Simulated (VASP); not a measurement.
# H6C2O: single point with PBE+D3(BJ)

The system is H6C2O.

```
C O H
1.0
     7.29363    0.00000    0.00000
     0.00000    7.29363    0.00000
     0.00000    0.00000    7.29363
C O H
8 4 24
Direct
  0.89682 0.21886 0.31781
  0.70305 0.14594 0.35031
  0.79439 0.71359 0.63893
  0.67644 0.77905 0.78961
  0.19107 0.37740 0.70386
  0.19505 0.19554 0.79787
  0.41317 0.55832 0.14574
  0.28824 0.72196 0.11819
  0.66540 0.12952 0.54358
  0.78475 0.86271 0.93284
  0.26312 0.05743 0.67048
  0.10169 0.64846 0.08225
  0.52795 0.09996 0.54626
  0.60376 0.25173 0.28391
  0.68375 0.99888 0.28425
  0.91873 0.19358 0.16635
  0.91334 0.36045 0.34806
  0.98804 0.12965 0.39478
  0.71776 0.96054 0.00083
  0.58492 0.87798 0.72980
  0.59438 0.67464 0.86163
  0.70178 0.65712 0.53599
  0.85045 0.83910 0.57727
  0.89264 0.61140 0.68069
  0.16805 0.96581 0.63409
  0.28266 0.18449 0.91362
  0.06144 0.14650 0.85128
  0.12379 0.47012 0.79938
  0.32753 0.41195 0.66012
  0.11609 0.34448 0.58059
  0.02997 0.74546 0.02079
  0.29321 0.81237 0.24739
  0.33262 0.81452 0.01087
  0.55577 0.59557 0.13645
  0.38453 0.47465 0.26370
  0.37940 0.47729 0.03374
```

The cell was built by a generator and needn't be a form met in nature.

```json
{
  "Program": "VASP 6.6.1",
  "Task": "single point",
  "Functional": "PBE",
  "Dispersion": "D3(BJ)",
  "Potentials or basis": "VASP PAW PBE potentials, release 64 (C, O, H)",
  "Cutoff": "520 eV",
  "k mesh": "1 × 1 × 1",
  "Occupations": "fermi-dirac, width 0.05 eV",
  "Spin": "no spin polarisation",
  "Dipole correction": "no",
  "Further INCAR settings": "LREAL = Auto; ALGO = Fast; EDIFF = 1e-06; NBANDS = 64"
}
```

```json
{
 "Pressure": "0.0 GPa",
 "Largest force": "2.730 eV/Å",
 "Band gap on the k mesh": "4.76 eV, direct",
 "Dispersion energy per atom": "-0.036 eV"
}
```

Forces on the atoms (eV/Å):
```
C   -0.959 -2.098 -1.460
C   -0.858  0.088 -0.798
C   -0.234  0.340 -0.505
C   -0.695  0.049  1.477
C   -0.491 -1.079  0.404
C   -0.785 -1.588 -0.410
C   -0.273  1.226  0.127
C   -1.090  0.240  2.035
O   -1.980 -0.147 -0.639
O    0.380  1.035  0.677
O   -0.186 -1.126 -0.665
O    1.090  1.044  0.008
H    1.587  0.407  0.496
H    0.658 -1.315  0.512
H    0.231  1.722  0.471
H    0.319  0.381  0.857
H    0.122  1.015  0.306
H    0.583  0.060  0.091
H    0.336 -0.919 -0.763
H   -0.610  0.560  0.003
H    0.002 -0.325 -0.538
H   -0.001 -0.372 -0.301
H    0.526 -0.262 -0.069
H    0.531 -0.244 -0.010
H    0.682  1.028  0.539
H    1.015  0.306  1.043
H   -0.108  0.403 -0.338
H    0.078  0.685 -0.257
H    0.728  0.624  0.094
H   -0.625  0.666 -0.449
H   -0.062 -0.267  0.328
H   -0.461 -0.651 -0.769
H    0.156 -0.020 -0.743
H    0.647  0.134  0.225
H   -0.189  0.014  0.870
H   -0.062 -1.612 -1.848
```

Stress tensor (GPa, compression positive):
```
-0.24 -1.04 -0.07
-1.04 -0.39 -0.11
-0.07 -0.11  0.54
```

Levels at points of the mesh, in eV from the valence-band top:
```csv
k point,band 36,band 37,band 38,band 39,band 40,band 41,band 42,band 43,band 44,band 45
"(0.00, 0.00, 0.00)",-1.57,-0.51,-0.32,-0.13,0.00,4.76,5.66,6.28,6.30,6.56
```

Wall time 39 s on 1 thread of Intel(R) Xeon(R) Platinum 8488C (Sapphire Rapids), on a shared host, peak memory 0.38 GiB.

PBE gaps usually lie below the measured ones, often by a third to a half.
